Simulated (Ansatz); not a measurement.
## Bands of Te$_{2}$Pt

```xyz
3
Lattice="4.0900 0.0000 0.0000 -2.0450 3.5420 0.0000 0.0000 0.0000 5.3827" Properties=species:S:1:pos:R:3 pbc="T T T"
Pt    0.0000    0.0000    0.0000
Te    0.0000    2.3613    1.3618
Te    2.0450    1.1807    4.0209
```

Atoms are numbered in the order listed.

The structure comes from a relaxation in the same program, started in the CdI2 type, and has space group P-3m1. Whether it is a known phase or the ground state wasn't checked.

Spin–orbit coupling is left out, though it moves levels of the heavy atoms by tenths of an eV or more.

The calculation used DFT, PBE, all-electron LAPW, scalar-relativistic in Ansatz 0.2.0.

Settings: a Γ-centred 10×10×6 k mesh, Fermi–Dirac smearing of 0.05 eV, basis error target 1 meV/atom, no spin polarisation.

Points in fractions of the reciprocal vectors of this cell: Γ (0, 0, 0), M (0.5, 0, 0), K (0.333, 0.333, 0), A (0, 0, 0.5), L (0.5, 0, 0.5), H (0.333, 0.333, 0.5). The path joins them by straight lines in the order Γ–M–K–Γ–A–L–H–A–L; legs that retrace an earlier one aren't tabulated. Energies are in eV from the Fermi level.

(1) Metal or insulator at this level of theory?

(2) Tabulate bands 41 to 48, counted from the lowest band of the run, along the path.

Results:

(1) No gap opens: metallic or semimetallic.

(2) 
```json
{"k (1/Å)": "0.00", "point": "Γ", "band 41": "-3.57", "band 42": "-2.54", "band 43": "-0.48", "band 44": "-0.48", "band 45": "1.10", "band 46": "1.10", "band 47": "1.28", "band 48": "2.93"}
{"k (1/Å)": "0.13", "point": "", "band 41": "-3.59", "band 42": "-2.61", "band 43": "-0.84", "band 44": "-0.62", "band 45": "0.66", "band 46": "1.20", "band 47": "1.48", "band 48": "3.34"}
{"k (1/Å)": "0.25", "point": "", "band 41": "-3.66", "band 42": "-2.81", "band 43": "-1.51", "band 44": "-0.97", "band 45": "0.03", "band 46": "1.43", "band 47": "1.58", "band 48": "3.98"}
{"k (1/Å)": "0.38", "point": "", "band 41": "-3.73", "band 42": "-3.09", "band 43": "-1.97", "band 44": "-1.42", "band 45": "-0.64", "band 46": "1.50", "band 47": "1.70", "band 48": "3.87"}
{"k (1/Å)": "0.51", "point": "", "band 41": "-3.77", "band 42": "-3.25", "band 43": "-2.26", "band 44": "-1.90", "band 45": "-1.32", "band 46": "1.15", "band 47": "1.95", "band 48": "3.67"}
{"k (1/Å)": "0.63", "point": "", "band 41": "-3.71", "band 42": "-3.30", "band 43": "-2.54", "band 44": "-2.38", "band 45": "-1.96", "band 46": "0.70", "band 47": "2.15", "band 48": "3.64"}
{"k (1/Å)": "0.76", "point": "", "band 41": "-3.53", "band 42": "-3.28", "band 43": "-2.87", "band 44": "-2.82", "band 45": "-2.51", "band 46": "0.34", "band 47": "2.28", "band 48": "3.68"}
{"k (1/Å)": "0.89", "point": "M", "band 41": "-3.29", "band 42": "-3.24", "band 43": "-3.24", "band 44": "-3.15", "band 45": "-2.77", "band 46": "0.22", "band 47": "2.33", "band 48": "3.70"}
{"k (1/Å)": "0.96", "point": "", "band 41": "-3.48", "band 42": "-3.22", "band 43": "-3.19", "band 44": "-3.18", "band 45": "-2.47", "band 46": "0.20", "band 47": "2.16", "band 48": "3.67"}
{"k (1/Å)": "1.03", "point": "", "band 41": "-3.75", "band 42": "-3.24", "band 43": "-3.02", "band 44": "-3.01", "band 45": "-2.09", "band 46": "0.16", "band 47": "1.76", "band 48": "3.54"}
{"k (1/Å)": "1.11", "point": "", "band 41": "-3.86", "band 42": "-3.28", "band 43": "-2.80", "band 44": "-2.80", "band 45": "-1.77", "band 46": "0.07", "band 47": "1.26", "band 48": "3.30"}
{"k (1/Å)": "1.18", "point": "", "band 41": "-3.96", "band 42": "-3.32", "band 43": "-2.57", "band 44": "-2.53", "band 45": "-1.55", "band 46": "-0.04", "band 47": "0.77", "band 48": "3.05"}
{"k (1/Å)": "1.25", "point": "", "band 41": "-4.04", "band 42": "-3.37", "band 43": "-2.34", "band 44": "-2.27", "band 45": "-1.47", "band 46": "-0.14", "band 47": "0.32", "band 48": "2.86"}
{"k (1/Å)": "1.33", "point": "", "band 41": "-4.10", "band 42": "-3.41", "band 43": "-2.12", "band 44": "-2.02", "band 45": "-1.55", "band 46": "-0.19", "band 47": "-0.03", "band 48": "2.75"}
{"k (1/Å)": "1.40", "point": "K", "band 41": "-4.13", "band 42": "-3.43", "band 43": "-2.03", "band 44": "-1.77", "band 45": "-1.77", "band 46": "-0.18", "band 47": "-0.18", "band 48": "2.72"}
{"k (1/Å)": "1.55", "point": "", "band 41": "-4.15", "band 42": "-3.35", "band 43": "-2.31", "band 44": "-2.30", "band 45": "-1.24", "band 46": "-0.05", "band 47": "0.13", "band 48": "2.82"}
{"k (1/Å)": "1.69", "point": "", "band 41": "-4.11", "band 42": "-3.27", "band 43": "-2.63", "band 44": "-2.56", "band 45": "-0.72", "band 46": "0.16", "band 47": "0.76", "band 48": "3.10"}
{"k (1/Å)": "1.84", "point": "", "band 41": "-4.06", "band 42": "-3.29", "band 43": "-2.56", "band 44": "-2.39", "band 45": "-0.28", "band 46": "0.45", "band 47": "1.33", "band 48": "3.50"}
{"k (1/Å)": "1.98", "point": "", "band 41": "-3.93", "band 42": "-3.19", "band 43": "-2.08", "band 44": "-2.07", "band 45": "0.05", "band 46": "0.79", "band 47": "1.65", "band 48": "3.98"}
{"k (1/Å)": "2.13", "point": "", "band 41": "-3.76", "band 42": "-2.90", "band 43": "-1.62", "band 44": "-1.35", "band 45": "0.28", "band 46": "1.08", "band 47": "1.67", "band 48": "4.36"}
{"k (1/Å)": "2.28", "point": "", "band 41": "-3.61", "band 42": "-2.63", "band 43": "-0.93", "band 44": "-0.70", "band 45": "0.63", "band 46": "1.16", "band 47": "1.52", "band 48": "3.46"}
{"k (1/Å)": "2.42", "point": "Γ", "band 41": "-3.57", "band 42": "-2.54", "band 43": "-0.48", "band 44": "-0.48", "band 45": "1.10", "band 46": "1.10", "band 47": "1.28", "band 48": "2.93"}
{"k (1/Å)": "2.51", "point": "", "band 41": "-3.57", "band 42": "-2.54", "band 43": "-0.51", "band 44": "-0.51", "band 45": "1.13", "band 46": "1.15", "band 47": "1.15", "band 48": "2.97"}
{"k (1/Å)": "2.59", "point": "", "band 41": "-3.57", "band 42": "-2.52", "band 43": "-0.61", "band 44": "-0.61", "band 45": "0.74", "band 46": "1.29", "band 47": "1.29", "band 48": "3.08"}
{"k (1/Å)": "2.67", "point": "", "band 41": "-3.58", "band 42": "-2.50", "band 43": "-0.73", "band 44": "-0.73", "band 45": "0.24", "band 46": "1.48", "band 47": "1.48", "band 48": "3.27"}
{"k (1/Å)": "2.76", "point": "", "band 41": "-3.58", "band 42": "-2.45", "band 43": "-0.85", "band 44": "-0.85", "band 45": "-0.31", "band 46": "1.69", "band 47": "1.69", "band 48": "3.52"}
{"k (1/Å)": "2.84", "point": "", "band 41": "-3.59", "band 42": "-2.38", "band 43": "-0.94", "band 44": "-0.94", "band 45": "-0.84", "band 46": "1.89", "band 47": "1.89", "band 48": "3.79"}
{"k (1/Å)": "2.92", "point": "", "band 41": "-3.59", "band 42": "-2.27", "band 43": "-1.28", "band 44": "-1.01", "band 45": "-1.01", "band 46": "2.03", "band 47": "2.03", "band 48": "4.04"}
{"k (1/Å)": "3.01", "point": "A", "band 41": "-3.59", "band 42": "-2.19", "band 43": "-1.49", "band 44": "-1.03", "band 45": "-1.03", "band 46": "2.08", "band 47": "2.08", "band 48": "4.14"}
{"k (1/Å)": "3.13", "point": "", "band 41": "-3.63", "band 42": "-2.08", "band 43": "-2.01", "band 44": "-1.02", "band 45": "-0.55", "band 46": "1.59", "band 47": "1.87", "band 48": "4.29"}
{"k (1/Å)": "3.26", "point": "", "band 41": "-3.71", "band 42": "-2.66", "band 43": "-1.66", "band 44": "-1.01", "band 45": "-0.23", "band 46": "0.76", "band 47": "1.42", "band 48": "3.76"}
{"k (1/Å)": "3.39", "point": "", "band 41": "-3.78", "band 42": "-2.99", "band 43": "-1.21", "band 44": "-1.10", "band 45": "-0.87", "band 46": "0.62", "band 47": "1.00", "band 48": "3.39"}
{"k (1/Å)": "3.51", "point": "", "band 41": "-3.77", "band 42": "-3.11", "band 43": "-1.89", "band 44": "-1.35", "band 45": "-0.80", "band 46": "0.74", "band 47": "0.75", "band 48": "3.31"}
{"k (1/Å)": "3.64", "point": "", "band 41": "-3.64", "band 42": "-3.14", "band 43": "-2.72", "band 44": "-1.74", "band 45": "-0.68", "band 46": "0.63", "band 47": "0.95", "band 48": "3.48"}
{"k (1/Å)": "3.77", "point": "", "band 41": "-3.43", "band 42": "-3.18", "band 43": "-3.09", "band 44": "-2.12", "band 45": "-0.73", "band 46": "0.60", "band 47": "1.17", "band 48": "3.76"}
{"k (1/Å)": "3.89", "point": "L", "band 41": "-3.30", "band 42": "-3.24", "band 43": "-3.08", "band 44": "-2.32", "band 45": "-0.77", "band 46": "0.59", "band 47": "1.27", "band 48": "3.93"}
{"k (1/Å)": "3.97", "point": "", "band 41": "-3.30", "band 42": "-3.24", "band 43": "-3.16", "band 44": "-2.33", "band 45": "-0.95", "band 46": "0.74", "band 47": "1.36", "band 48": "3.96"}
{"k (1/Å)": "4.04", "point": "", "band 41": "-3.36", "band 42": "-3.29", "band 43": "-3.25", "band 44": "-2.35", "band 45": "-1.32", "band 46": "1.04", "band 47": "1.60", "band 48": "4.06"}
{"k (1/Å)": "4.11", "point": "", "band 41": "-3.58", "band 42": "-3.29", "band 43": "-3.27", "band 44": "-2.37", "band 45": "-1.74", "band 46": "1.36", "band 47": "1.87", "band 48": "4.26"}
{"k (1/Å)": "4.19", "point": "", "band 41": "-3.73", "band 42": "-3.31", "band 43": "-3.28", "band 44": "-2.40", "band 45": "-2.12", "band 46": "1.65", "band 47": "2.09", "band 48": "4.57"}
{"k (1/Å)": "4.26", "point": "", "band 41": "-3.81", "band 42": "-3.39", "band 43": "-3.30", "band 44": "-2.43", "band 45": "-2.40", "band 46": "1.90", "band 47": "2.21", "band 48": "4.96"}
{"k (1/Å)": "4.33", "point": "", "band 41": "-3.85", "band 42": "-3.57", "band 43": "-3.32", "band 44": "-2.53", "band 45": "-2.47", "band 46": "2.09", "band 47": "2.23", "band 48": "5.34"}
{"k (1/Å)": "4.41", "point": "H", "band 41": "-3.88", "band 42": "-3.74", "band 43": "-3.32", "band 44": "-2.52", "band 45": "-2.52", "band 46": "2.19", "band 47": "2.19", "band 48": "5.51"}
{"k (1/Å)": "4.55", "point": "", "band 41": "-3.93", "band 42": "-3.30", "band 43": "-3.23", "band 44": "-2.61", "band 45": "-2.32", "band 46": "2.02", "band 47": "2.08", "band 48": "5.15"}
{"k (1/Å)": "4.70", "point": "", "band 41": "-3.86", "band 42": "-3.24", "band 43": "-2.57", "band 44": "-2.53", "band 45": "-2.00", "band 46": "1.51", "band 47": "1.79", "band 48": "4.69"}
{"k (1/Å)": "4.84", "point": "", "band 41": "-3.79", "band 42": "-3.18", "band 43": "-1.95", "band 44": "-1.92", "band 45": "-1.56", "band 46": "0.71", "band 47": "1.55", "band 48": "4.35"}
{"k (1/Å)": "4.99", "point": "", "band 41": "-3.85", "band 42": "-3.07", "band 43": "-1.60", "band 44": "-1.00", "band 45": "-0.84", "band 46": "-0.01", "band 47": "1.31", "band 48": "4.15"}
{"k (1/Å)": "5.14", "point": "", "band 41": "-3.81", "band 42": "-2.79", "band 43": "-1.65", "band 44": "-0.86", "band 45": "-0.26", "band 46": "0.45", "band 47": "1.26", "band 48": "4.14"}
{"k (1/Å)": "5.28", "point": "", "band 41": "-3.65", "band 42": "-2.15", "band 43": "-2.00", "band 44": "-1.01", "band 45": "-0.47", "band 46": "1.47", "band 47": "1.78", "band 48": "4.48"}
{"k (1/Å)": "5.43", "point": "A", "band 41": "-3.59", "band 42": "-2.19", "band 43": "-1.49", "band 44": "-1.03", "band 45": "-1.03", "band 46": "2.08", "band 47": "2.08", "band 48": "4.14"}
```
